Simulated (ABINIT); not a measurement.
Runs of ABINIT 10.8.3 (patched build) on BP. Symmetry: F-43m, No. 216, cubic system. Conventional cell: a = 4.538 Å, b = 4.538 Å, c = 4.538 Å, α = 90.00°, β = 90.00°, γ = 90.00°. P (site symmetry -43m) is surrounded by 4 B at 1.97 Å. Around B (site symmetry -43m) lie 4 P at 1.97 Å. 

```csv
level,potentials or basis,k mesh,cutoff (eV),smearing,thinning of the exchange mesh (fockdownsampling),share of exact exchange,inner loops (nnsclo),dielectric constant that sets the share,other keys,gap on the mesh (eV)
PBE0,SPMS NC PBE v1.0,8 × 8 × 8,599,fixed,2 × 2 × 2,0.1,2,-,hyb_mixing = 0.1; nnsclo = 2,1.88
PBE-EpsX,SPMS NC PBE v1.0,8 × 8 × 8,599,fermi-dirac 0.05 eV,2 × 2 × 2,-,-,9.28073,-,(b)
PBE0,PseudoDojo NC SR PBE v0.4.1 standard,8 × 8 × 8,762,fixed,2 × 2 × 2,-,-,-,-,(a)
B3LYP,SPMS NC PBE v1.0,8 × 8 × 8,599,fermi-dirac 0.05 eV,2 × 2 × 2,-,-,-,-,2.82
HSE06,SG15 NC PBE v1.2,6 × 6 × 6,599,fixed,-,-,-,-,-,2.16
```

Alike in all rows: task single point; no spin polarisation; cell as given.

Question: Estimate the missing entries.

Answer: (a) 2.81; (b) 1.93.

Caveats: Libxc's HSE differs a little from that of other programs (some runs).

A k mesh can miss the band edges.

Runs at the PBE level aren't shown here.
